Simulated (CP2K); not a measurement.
Runs of CP2K 2026.2 on SiO2. Symmetry: P4_32_12, No. 96, tetragonal system. Conventional cell: a = 4.976 Å, b = 4.976 Å, c = 6.901 Å, α = 90.00°, β = 90.00°, γ = 90.00°. Si (site symmetry 2) has 4 O at 1.61 Å as nearest neighbours. O (site symmetry 1) has 2 Si at 1.61 Å as nearest neighbours. The cell comes from a database or a generator and needn't be the stable form of this composition.

| task | level | potentials or basis | k mesh | EPS_DEFAULT | CUTOFF of the grids | points a segment of the path (NPOINTS) | bands added on the path | cutoff of the non-local correlation (Ry) | pressure (GPa) | largest force (eV/Å) |
| --- | --- | --- | --- | --- | --- | --- | --- | --- | --- | --- |
| single point | PBE | POTENTIAL_UZH Si GTH-PBE-q4, O GTH-PBE-q6; TZVP-MOLOPT-PBE-GTH basis | 6 × 6 × 4 | 1.0E-10 | 600 Ry | - | - | - | 4.3 | 0.35 |
| band structure | MS2 | POTENTIAL_UZH Si GTH-PBE-q4, O GTH-PBE-q6; DZVP-MOLOPT-PBE-GTH basis | 4 × 4 × 3 | 1.0E-9 | 850 Ry | 10 | 4 | - | 0.8 | 0.19 |
| band structure | OLYP | POTENTIAL_UZH Si GTH-PBE-q4, O GTH-PBE-q6; DZVP-MOLOPT-PBE-GTH basis | 4 × 4 × 3 | 1.0E-9 | 850 Ry | 10 | 4 | - | 3.4 | - |
| band structure | PBE | POTENTIAL_UZH Si GTH-PBE-q4, O GTH-PBE-q6; DZVP-MOLOPT-PBE-GTH basis | 4 × 4 × 3 | 1.0E-9 | 850 Ry | 10 | 4 | - | (c) | 0.33 |
| band structure | LDA | POTENTIAL_UZH Si GTH-PBE-q4, O GTH-PBE-q6; DZVP-MOLOPT-PBE-GTH basis | 4 × 4 × 3 | 1.0E-9 | 850 Ry | 10 | 4 | - | 3.8 | 0.36 |
| band structure | BEEF-vdW | POTENTIAL_UZH Si GTH-PBE-q4, O GTH-PBE-q6; DZVP-MOLOPT-PBE-GTH basis | 4 × 4 × 3 | 1.0E-9 | 850 Ry | 10 | 4 | 300 | (b) | - |
| band structure | vdW-DF2 | POTENTIAL_UZH Si GTH-PBE-q4, O GTH-PBE-q6; DZVP-MOLOPT-PBE-GTH basis | 4 × 4 × 3 | 1.0E-9 | 850 Ry | 10 | 4 | 300 | 4.5 | 0.38 |
| band structure | PBEsol | POTENTIAL_UZH Si GTH-PBE-q4, O GTH-PBE-q6; DZVP-MOLOPT-PBE-GTH basis | 4 × 4 × 3 | 1.0E-9 | 850 Ry | 10 | 4 | - | 4.3 | (a) |

Alike in all rows: no spin polarisation; cell as given; smearing fermi-dirac 0.05 eV.

Question: Fill in the values left out.

Answer: (a) 0.37; (b) 2.3; (c) 4.8.

Caveats: the basis of atomic orbitals isn't converged, which shifts pressures, moduli and gaps; the potentials were made for another functional, which shifts forces and pressure (some runs); the forces don't sum to zero, a sign of grid noise (some runs).
